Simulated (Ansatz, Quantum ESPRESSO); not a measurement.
# One calculation of CoO, 3 ways

```
Co O
1.0
     1.50547    0.86918    2.43993
    -1.50547    0.86918    2.43993
     0.00000   -1.73837    2.43993
Co O
1 1
Direct
  0.00000 0.00000 0.00000
  0.50000 0.50000 0.50000
```

The cell is a database's computed one, not the measured one.

Alike in all runs: task band structure; functional LDA; k mesh 11 × 11 × 11; occupations fermi-dirac, width 0.05 eV; collinear spin, ferromagnetic start; no spin-orbit coupling. LDA stands for any of its common fits. Pressure is positive in compression and, in plane waves, holds the error of the finite cutoff, which Ansatz's Pulay term estimates and takes out.

| program and potentials | plane-wave cutoff (eV) | notes | pressure (GPa) | net moment per atom (μB) |
| --- | --- | --- | --- | --- |
| Ansatz, Ansatz PAW | 420 | potentials made for PBE, which Ansatz adapts in part; Pulay term of +0.99 GPa included | -17.83 | 1.43 |
| Ansatz, all-electron LAPW, scalar-relativistic | - | - | -17.93 | 1.42 |
| Quantum ESPRESSO, GBRV 1.5 LDA | 762 | - | -16.99 | 1.47 |

The pressure spans -17.93 (Ansatz, all-electron LAPW, scalar-relativistic) to -16.99 GPa (Quantum ESPRESSO, GBRV 1.5 LDA), with all-electron results at -17.93. The net moment per atom spans 1.42 (Ansatz, all-electron LAPW, scalar-relativistic) to 1.47 μB (Quantum ESPRESSO, GBRV 1.5 LDA), with all-electron results at 1.42. The cell lies far from this level's equilibrium. The state is the one that the start led to, which needn't be the lowest.

Differences between rows come from potentials, basis sets and numerical settings, since the functional is the same but for its coding. Runs on potential files found faulty are left out.

All runs put the cell under tension, so LDA favours a smaller volume for this ferromagnetic state, in line with its usual overbinding. The moment, 1.42 to 1.47 μB per atom, lies just below the spin-only value for high-spin divalent cobalt, whose minority-spin t2g shell is partly filled. Covalency alone can't explain the shortfall, since it moves spin onto oxygen without changing the cell total. A non-integer total instead suggests that both spin channels cross the Fermi level, giving a metal, though the smearing may add a little. Real CoO is an antiferromagnetic insulator; the likely causes of the discrepancy are LDA's weak treatment of on-site correlation and orbital polarisation in the Co 3d shell, together with the imposed ferromagnetic alignment. Across the rows, a larger moment goes with weaker tension, as expected from magnetovolume coupling, because exchange splitting fills antibonding eg states; this probably accounts for part of the spread in pressure. The results give no measure of the exchange coupling between cobalt sites.
